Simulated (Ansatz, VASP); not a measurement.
Two plane-wave programs on Pt

The input INCAR:

```
  PREC = Accurate
  ENCUT = 520
  EDIFF = 1E-6
  ISMEAR = 0
  SIGMA = 0.15
  LREAL = F
  LASPH = T
  NELM = 60
  ALGO = Normal
  ISIF = 2
  LWAVE = F
  LCHARG = F
  GGA = PS
  NBANDS = 11
```

KPOINTS

```
Automatic mesh
0
Gamma
  22 22 22
```

The input POSCAR:

```
Pt
1.0
   -1.5366934000      1.5366934000      1.6079833000
    1.5366934000     -1.5366934000      1.6079833000
    1.5366934000      1.5366934000     -1.6079833000
Pt
1
Direct
    0.0000000000      0.0000000000      0.0000000000
```

Input for Ansatz:

```yaml
crystal:
  lattice:
    - [-1.5366934, 1.5366934, 1.6079833]
    - [1.5366934, -1.5366934, 1.6079833]
    - [1.5366934, 1.5366934, -1.6079833]
  atoms:
    - { symbol: Pt, position: [0.0, 0.0, 0.0] }
basis:
  ecutwfc: 420
kpoints:
  mp_grid: { grid: [22, 22, 22] }
hamiltonian:
  xc: pbesol
scf:
  occupations: { method: gaussian, width: 0.15 }
output:
  forces: true
  stress: true
  eigenvalues: true
```

Change from the starting cell: strain -0.030 along x and y, +0.015 along z, atoms carried along.

Alike in both runs: task single point; functional PBEsol; k mesh 22 × 22 × 22; occupations gaussian, width 0.15 eV; no spin polarisation.

|  | VASP | Ansatz |
| --- | --- | --- |
| version | VASP 6.6.1 | Ansatz 0.2.0 |
| potentials or method | VASP PAW PBE potentials, release 64 (Pt) | scalar-relativistic, plane waves, PAW |
| plane-wave cutoff (eV) | 520 | 420 |
| valence electrons in the cell | 10 | 18 |

|  | VASP | Ansatz | Ansatz less VASP |
| --- | --- | --- | --- |
| gap on the k mesh at the Fermi level (eV) | none | none | - |
| pressure (GPa) | -0.1 | 0.2 | +0.39 |
| largest component of the traceless stress (GPa) | 2.96 | 2.95 | -0.003 |

A gap of «none» marks a metal or a gap that the smearing closes. The two sets of potentials don't hold the same shells in valence.

Caveats: the PAW data sets were made with another functional, which shifts forces and pressure a little (VASP). Spin-orbit coupling is left out, which matters for the levels of Pt.
